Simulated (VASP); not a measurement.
Wanted: the native input for a VASP 6.6.1 run.

```
Task                   : single point
Functional             : PBEsol
Potentials or basis    : VASP PAW PBE potentials, release 64 (C, N, H)
Cutoff                 : 520 eV
k mesh                 : 1 × 1 × 1
Occupations            : fermi-dirac, width 0.02 eV
Spin                   : no spin polarisation
Dipole correction      : no
Further INCAR settings : LREAL = Auto; ALGO = Normal; EDIFF = 1e-07; NBANDS = 72
```

The structure of H3C2N lies in POSCAR:

```
H3C2N
1.0
    8.0517480000      0.0000000000      0.0000000000
    0.0000000000      8.0517480000      0.0000000000
    0.0000000000      0.0000000000      8.0517480000
C N H
12 6 18
Direct
    0.1368829000      0.9184717000      0.7390144000
    0.2260712000      1.0755118000      0.7217055000
    0.5728919000      0.5990237000      0.8673348000
    0.4556875000      0.6049152000      0.7289724000
    0.7593129000      0.5012539000      0.2814257000
    0.6009518000      0.4127603000      0.2789040000
    0.2340704000      1.0028778000      0.1932870000
    0.0895312000      0.9371561000      0.1055100000
    0.8221299000      0.3132540000      0.7915670000
    0.7960735000      0.2244053000      0.9475885000
    0.8352325000      0.0176946000      0.4442315000
    0.6557616000      0.0357297000      0.4247208000
    0.2980133000      1.2021854000      0.7077436000
    0.3611465000      0.6096674000      0.6173649000
    0.4732125000      0.3413785000      0.2768699000
   -0.0270588000      0.8841428000      0.0347063000
    0.7750556000      0.1527370000      1.0734405000
    0.5109945000      0.0502775000      0.4089829000
    0.1719083000      0.8337062000      0.6391772000
    0.1668301000      0.8607033000      0.8579490000
    0.0031436000      0.9399234000      0.7332628000
    0.6606972000      0.7019376000      0.8584796000
    0.5064517000      0.6082416000      0.9851489000
    0.6418948000      0.4823495000      0.8650569000
    0.7417703000      0.6294005000      0.2408036000
    0.8104327000      0.5017922000      0.4069882000
    0.8478366000      0.4408001000      0.1984297000
    0.3477571000      0.9696971000      0.1273035000
    0.2261514000      1.1379641000      0.2015597000
    0.2397465000      0.9516456000      0.3186764000
    0.8482052000      0.4440014000      0.8161566000
    0.9269409000      0.2596546000      0.7243269000
    0.7113339000      0.3046108000      0.7139205000
    0.8627292000     -0.0687673000      0.5449674000
    0.8900527000     -0.0297658000      0.3296814000
    0.8912925000      0.1377111000      0.4730888000
```

The cell was built by a generator and needn't be a form met in nature.

The input as run:

INCAR

```
SYSTEM = H3C2N
PREC = Accurate
ENCUT = 520
EDIFF = 1E-7
ISMEAR = -1
SIGMA = 0.02
LREAL = Auto
LASPH = .TRUE.
NELM = 100
ALGO = Normal
ISIF = 2
LWAVE = .FALSE.
LCHARG = .TRUE.
GGA = PS
LELF = .TRUE.
LVHAR = .TRUE.
NBANDS = 72
```

KPOINTS

```
Automatic mesh
0
G
  1 1 1
  0 0 0
```

Potentials or basis: VASP PAW PBE potentials, release 64 (C, N, H).

Run with:

```bash
$ cat potpaw_PBE.64/C/POTCAR potpaw_PBE.64/N/POTCAR potpaw_PBE.64/H/POTCAR > POTCAR
$ mpirun -np 1 vasp_gam > vasp.out
```

It gave:

```json
{
 "Pressure": "0.1 GPa",
 "Largest force": "1.994 eV/Å",
 "Band gap on the k mesh": "5.43 eV, direct"
}
```

Caveat: the standard files for N, O and F lose accuracy on very short bonds; the PAW data sets were made with another functional, which shifts forces and pressure a little.

It took 2.3 min on 1 thread of AMD EPYC 7R43 64-Core Processor (Zen 3) (shared host), peak memory 0.41 GiB.
